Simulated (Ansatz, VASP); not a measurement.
One calculation of H, two programs

File INCAR:

```
SYSTEM = H
PREC = Accurate
ENCUT = 520
EDIFF = 1E-6
ISMEAR = 0
SIGMA = 0.05
LREAL = .False.
LASPH = .True.
NELM = 100
ALGO = Normal
ISIF = 2
LWAVE = .False.
LCHARG = .False.
NBANDS = 10
```

The input KPOINTS:

```
Automatic mesh
0
Gamma
  8 8 4
  0 0 0
```

POSCAR

```
H
1.0
    1.6732598379     -2.7726635534      0.0000000000
    1.6732598379      2.7726635534      0.0000000000
    0.0000000000      0.0000000000      6.3137686200
H
4
Direct
    0.5678085000      0.4321915000      0.9995149500
    0.4321915000      0.5678085000      0.0004850500
    0.4321915000      0.5678085000      0.4995149500
    0.5678085000      0.4321915000      0.5004850500
```

Input for Ansatz:

```yaml
crystal:
  lattice:
    - [1.6732598379, -2.7726635534, 0.0]
    - [1.6732598379, 2.7726635534, 0.0]
    - [0.0, 0.0, 6.31376862]
  atoms:
    - { symbol: H, position: [0.5678085, 0.4321915, 0.99951495] }
    - { symbol: H, position: [0.4321915, 0.5678085, 0.00048505] }
    - { symbol: H, position: [0.4321915, 0.5678085, 0.49951495] }
    - { symbol: H, position: [0.5678085, 0.4321915, 0.50048505] }
basis:
  ecutwfc: 420
kpoints:
  mp_grid: { grid: [8, 8, 4] }
hamiltonian:
  xc: lda
scf:
  occupations: { method: gaussian, width: 0.05 }
output:
  forces: true
  stress: true
  eigenvalues: true
```

Change from the starting cell: strain +0.0150 x Voigt [1, 1, 0, 0, 0, 0], atoms carried along.

Alike in both runs: task single point; functional LDA; k mesh 8 × 8 × 4; occupations gaussian, width 0.05 eV; no spin polarisation.

```csv
,VASP,Ansatz
version,VASP 6.6.1,Ansatz 0.2.0
potentials or method,"VASP PAW LDA potentials, release 64 (H)","scalar-relativistic, plane waves, PAW"
plane-wave cutoff (eV),520,420
valence electrons in the cell,4,4
```

```tsv
	VASP	Ansatz	Ansatz less VASP
gap on the k mesh at the Fermi level (eV)	7.71	7.72	+0.005
least direct gap on the mesh (eV)	7.72	7.72	+0.005
pressure (GPa)	0.2	0.3	+0.14
largest component of the traceless stress (GPa)	1.36	1.35	-0.009
rms of the force components (eV/Å)	0.331	0.324	-0.0068
```

Atom by atom the forces differ by 0.007 eV/Å (rms over components).

A k mesh can miss the band edges.
